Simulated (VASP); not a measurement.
Write the native input for VASP 6.6.1 that does the following.

```yaml
Task: band structure
Functional: TB-mBJ
Potentials_or_basis: VASP PAW PBE potentials, release 64 (Ta_pv, N)
Cutoff: 520 eV
k_mesh: 7 × 7 × 4
Occupations: fermi-dirac, width 0.05 eV
Spin: spin-orbit coupling, no magnetisation
Further_INCAR_settings: ALGO = Normal; EDIFF = 1e-06; NBANDS = 46
```

The system is TaN.

```xyz
4
Lattice="2.9218 0.0000 0.0000 -1.4609 2.5303 0.0000 0.0000 0.0000 5.9165" Properties=species:S:1:pos:R:3 pbc="T T T"
Ta    0.0000    0.0000    2.9583
Ta    0.0000    0.0000    0.0000
N     0.0000    1.6869    1.4791
N     1.4609    0.8434    4.4374
```

The cell comes from a database or a generator and needn't be the stable form of this composition.

The input as run:

POSCAR

```
TaN
1.0
    2.9217699809      0.0000000000      0.0000000000
   -1.4608849905      2.5303270275      0.0000000000
    0.0000000000      0.0000000000      5.9165150000
Ta N
2 2
Direct
    0.0000000000      0.0000000000      0.5000000000
    0.0000000000      0.0000000000      0.0000000000
    0.3333333333      0.6666666667      0.2500000000
    0.6666666667      0.3333333333      0.7500000000
```

INCAR.step1

```
SYSTEM = TaN
ALGO = Normal
EDIFF = 1E-5
ENCUT = 520
GGA = PE
GGA_COMPAT = .False.
ISIF = 2
ISMEAR = -1
LASPH = .True.
LCHARG = .False.
LMAXMIX = 4
LORBIT = 11
LREAL = .False.
LSORBIT = .True.
LWAVE = .True.
MAGMOM = 0 0 0 0 0 0 0 0 0 0 0 0
NBANDS = 46
NELM = 80
PREC = Accurate
SIGMA = 0.05
```

INCAR.step2

```
SYSTEM = TaN
ALGO = Normal
EDIFF = 1E-6
ENCUT = 520
GGA_COMPAT = .False.
ISIF = 2
ISMEAR = -1
ISTART = 1
LASPH = .True.
LCHARG = .False.
LMAXMIX = 4
LORBIT = 11
LREAL = .False.
LSORBIT = .True.
LWAVE = .False.
MAGMOM = 0 0 0 0 0 0 0 0 0 0 0 0
METAGGA = MBJ
NBANDS = 46
NELM = 80
PREC = Accurate
SIGMA = 0.05
```

KPOINTS

```
k-points
0
Gamma
  7 7 4
  0 0 0
```

KPOINTS_OPT

```
path GMKGALHA,LM,KH
15
line-mode
reciprocal
 0.0000000000  0.0000000000  0.0000000000  G
 0.5000000000  0.0000000000  0.0000000000  M

 0.5000000000  0.0000000000  0.0000000000  M
 0.3333333333  0.3333333333  0.0000000000  K

 0.3333333333  0.3333333333  0.0000000000  K
 0.0000000000  0.0000000000  0.0000000000  G

 0.0000000000  0.0000000000  0.0000000000  G
 0.0000000000  0.0000000000  0.5000000000  A

 0.0000000000  0.0000000000  0.5000000000  A
 0.5000000000  0.0000000000  0.5000000000  L

 0.5000000000  0.0000000000  0.5000000000  L
 0.3333333333  0.3333333333  0.5000000000  H

 0.3333333333  0.3333333333  0.5000000000  H
 0.0000000000  0.0000000000  0.5000000000  A

 0.5000000000  0.0000000000  0.5000000000  L
 0.5000000000  0.0000000000  0.0000000000  M

 0.3333333333  0.3333333333  0.0000000000  K
 0.3333333333  0.3333333333  0.5000000000  H
```

Potentials or basis: VASP PAW PBE potentials, release 64 (Ta_pv, N).

Command:

```sh
$ cat potpaw_PBE.64/Ta_pv/POTCAR potpaw_PBE.64/N/POTCAR > POTCAR
$ cp INCAR.step1 INCAR
$ mpirun -np 1 vasp_ncl > vasp.out
$ cp INCAR.step2 INCAR
$ mpirun -np 1 vasp_ncl > vasp.out
```

It gave:

The valence electrons inside the program's atomic spheres are Ta 8.88; N 3.79.

Wall time 10 min on 1 thread of AMD EPYC 9R45 96-Core Processor (Zen 5), with other jobs on the host, peak memory 0.37 GiB.
